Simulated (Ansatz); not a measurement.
Runs of Ansatz 0.2.0 on BAs. It takes space group Pmmm (No. 47, orthorhombic). The conventional cell has a = 2.128 Å, b = 3.174 Å, c = 4.951 Å, α = 90.00°, β = 90.00°, γ = 90.00°. B (site symmetry mmm) is surrounded by 2 B at 2.13 Å. As (site symmetry mmm) is surrounded by 2 As at 2.13 Å. The cell was built by a generator and needn't be a form met in nature.

```tsv
task	level	spin	cell	k mesh	points for each segment of the path	gap on the mesh (eV)	pressure (GPa)	relaxed volume (Å³/atom)
band structure	PBEsol	off	as given	12 × 8 × 6	14	none	2.4	-
relaxation of cell and atoms	LDA	off	relaxed	12 × 8 × 6	-	none	0.0	(a)
relaxation of cell and atoms	PBEsol	off	relaxed	12 × 8 × 6	-	none	0.0	12.56
band structure	LDA	SOC, no magnetisation	as given	9 × 6 × 5	14	none	0.5	-
```

Alike in all rows: potentials or basis Ansatz PAW; cutoff (eV) 420; smearing fermi-dirac 0.05 eV.

Task: Fill in the values left out.

Result: (a) 12.32.

Caveats: the PAW data sets come from PBE, with cores solved anew for the run's functional, which leaves a small shift of forces and pressure; this functional lacks dispersion, which binds the layers, so the pressure and a relaxed spacing across them are unreliable (some runs); the volume moved by over 15 % at a fixed basis, so the end points are rough (some runs); the plane-wave basis is chosen anew once the cell has moved, so the energies of steps on either side of that aren't comparable (some runs).

A k mesh can miss the band edges, and rows without SOC leave out spin-orbit coupling on As.

A gap of «none» marks a metal or a gap under the smearing width.
